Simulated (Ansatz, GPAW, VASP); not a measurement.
**InPd: programs and potentials compared**

```
In Pd
1.0
     3.27188    0.00000    0.00000
     0.00000    3.27188    0.00000
     0.00000    0.00000    3.27188
In Pd
1 1
Direct
  0.00000 0.00000 0.00000
  0.50000 0.50000 0.50000
```

The cell comes from a database or a generator and needn't be the stable form of this composition.

Alike in all runs: task band structure; functional PBE; k mesh 8 × 8 × 8; occupations fermi-dirac, width 0.05 eV; no spin polarisation; no spin-orbit coupling. Pressure is positive in compression and, in plane waves, holds the error of the finite cutoff.

| program and potentials | plane-wave cutoff (eV) | notes | band gap (eV) | pressure (GPa) |
| --- | --- | --- | --- | --- |
| GPAW, GPAW PAW data sets (gpaw-data 1.2.1) | 600 | 14.5 valence electrons an atom on average | no gap | 3.29 |
| Ansatz, all-electron LAPW, scalar-relativistic | - | - | no gap | 3.61 |
| VASP, PBE PAW files In_d, Pd, 520 eV | 520 | 11.5 valence electrons an atom on average | no gap | 3.64 |
| VASP, PBE PAW files In, Pd, 500 eV | 500 | 6.5 valence electrons an atom on average | no gap | 3.26 |

None finds a gap. The pressure spans 3.26 (VASP, PBE PAW files In, Pd, 500 eV) to 3.64 GPa (VASP, PBE PAW files In_d, Pd, 520 eV), with all-electron results at 3.61.

Differences between rows come from potentials, basis sets and numerical settings, since the functional is the same but for its coding. Runs on potential files found faulty are left out.
